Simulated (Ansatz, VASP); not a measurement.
## Ge: VASP beside Ansatz

INCAR

```
  PREC = Accurate
  ENCUT = 520
  EDIFF = 1E-7
  ISMEAR = -1
  SIGMA = 0.05
  LREAL = F
  LASPH = T
  NELM = 100
  ALGO = Normal
  ISIF = 2
  LWAVE = F
  LCHARG = F
  GGA = PE
  NBANDS = 21
```

The input KPOINTS:

```
regular mesh
0
Gamma
  10 10 10
```

The input POSCAR:

```
Ge
1.0
    0.0000000000      2.8842501637      2.8842501637
    2.8842501637      0.0000000000      2.8842501637
    2.8842501637      2.8842501637      0.0000000000
Ge
2
Direct
    0.5000000000      0.5000000000      0.5000000000
    0.7500000000      0.7500000000      0.7500000000
```

Input for Ansatz:

```yaml
crystal:
  lattice:
    - [0.0, 2.8842501637, 2.8842501637]
    - [2.8842501637, 0.0, 2.8842501637]
    - [2.8842501637, 2.8842501637, 0.0]
  atoms:
    - { symbol: Ge, position: [0.5, 0.5, 0.5] }
    - { symbol: Ge, position: [0.75, 0.75, 0.75] }
kpoints:
  mp_grid: { grid: [10, 10, 10] }
  band_path:
    path:
      - [0.0, 0.0, 0.0]
      - [0.5, 0.0, 0.5]
      - [0.625, 0.25, 0.625]
      - [0.375, 0.375, 0.75]
      - [0.0, 0.0, 0.0]
      - [0.5, 0.5, 0.5]
      - [0.5, 0.25, 0.75]
      - [0.5, 0.0, 0.5]
    npoints: 5
scf:
  occupations: { method: fermi_dirac, width: 0.05 }
hamiltonian:
  xc: pbe
  pseudopotentials: { kind: all_electron, lapw: { basis_error: 0.00025 } }
output:
  forces: true
  stress: true
  eigenvalues: true
```

Change from the starting cell: volume scaled by 1.06.

Alike in both runs: task single point; functional PBE; k mesh 10 × 10 × 10; occupations fermi-dirac, width 0.05 eV; no spin polarisation.

|  | VASP | Ansatz |
| --- | --- | --- |
| version | VASP 6.6.1 | Ansatz 0.2.0 |
| potentials or method | VASP PAW PBE potentials, release 64 (Ge_d) | all-electron LAPW, scalar-relativistic |
| plane-wave cutoff (eV) | 520 | see its input |

VASP gave:

```
pressure (GPa) : -0.3
```

Q: Estimate Ansatz's values.

A: Pressure (GPa): -0.2.

Ansatz ran all-electron here, so the differences hold the error of VASP's frozen core and of both bases.
